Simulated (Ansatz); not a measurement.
# Two inputs for Ti

Cell: a COD entry (listed for 4.0 GPa), whose atoms a relaxation with PBE at fixed cell left in place.

```cif
data_structure
_symmetry_space_group_name_H-M 'P 1'
_symmetry_Int_Tables_number 1
_cell_length_a 4.6000
_cell_length_b 4.6000
_cell_length_c 2.8200
_cell_angle_alpha 90.000
_cell_angle_beta 90.000
_cell_angle_gamma 120.000
_cell_volume 51.68
loop_
_atom_site_label
_atom_site_type_symbol
_atom_site_fract_x
_atom_site_fract_y
_atom_site_fract_z
_atom_site_occupancy
Ti1 Ti 0.00000 0.00000 0.00000 1
Ti2 Ti 0.33333 0.66667 0.50000 1
Ti3 Ti 0.66667 0.33333 0.50000 1
```

Atom numbers follow the list; atoms alike are taken as one site, whose name carries the number of the first.

Reference run. Method: Kohn–Sham DFT in Ansatz, PBE, plane waves and PAW (field gradients read without the response of the frozen cores, which leaves them typically 4 to 6 % off), scalar-relativistic, 420 eV cutoff, Γ-centred 7×7×10 k-points, Fermi–Dirac smearing 0.05 eV.

**Question.** The input is changed as follows: `scf.occupations.width`: 0.05 → not typed; `scf.occupations.method`: fermi_dirac → tetrahedron; `accuracy`: not typed → high. What happens to V_zz (10²¹ V/m²) and η?

**Answer.** 

```
site  atom  V_zz reference  η reference  V_zz changed  η changed
 Ti1     1           -1.76         0.00         -1.57       0.00
 Ti2     2           -1.05         0.00         -0.89       0.00
```

The largest change of V_zz is on Ti1, from -1.76 to -1.57. New warnings: band table not solved further, tetrahedron derivatives may miss energy slope.

On the reference run: The run finds no gap above 0.1 eV (a metal, or nearly one), so the gradients can move by 10 % or more with the k-mesh.
